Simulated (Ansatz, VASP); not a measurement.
Two plane-wave programs on MgO

```
CELL_PARAMETERS angstrom
0.00000 1.88927 1.88927
1.88927 0.00000 1.88927
1.88927 1.88927 0.00000
ATOMIC_POSITIONS crystal
Mg 0.00000 0.00000 0.00000
O 0.25000 0.25000 0.25000
```

Change from the starting cell: volume scaled by 0.55, PAW files, ecut 600.

Alike in both runs: task single point; functional PBE; k mesh 15 × 15 × 15; occupations fermi-dirac, width 0.05 eV; no spin polarisation.

|  | VASP | Ansatz |
| --- | --- | --- |
| version | VASP 6.6.1 | Ansatz 0.2.0 |
| potentials or method | VASP PAW PBE potentials, release 64 (Mg, O) | PAW with Ansatz's default frozen-core files, scalar-relativistic |
| plane-wave cutoff (eV) | 520 | 600 |
| valence electrons in the cell | 8 | 16 |

Ansatz gave:

- gap on the k mesh at the Fermi level (eV): 7.52
- pressure (GPa): 226.8

Q: Which values does VASP return?

A: gap on the k mesh at the Fermi level (eV): 7.50; pressure (GPa): 235.8.

The two sets of potentials don't hold the same shells in valence.

Caveats: the cell as given lies far from equilibrium; so large a pressure means that the cell lies far from this level's equilibrium, or that cutoff or potentials fall short (VASP); an odd mesh through Γ misses points on the zone boundary, where band edges often lie.
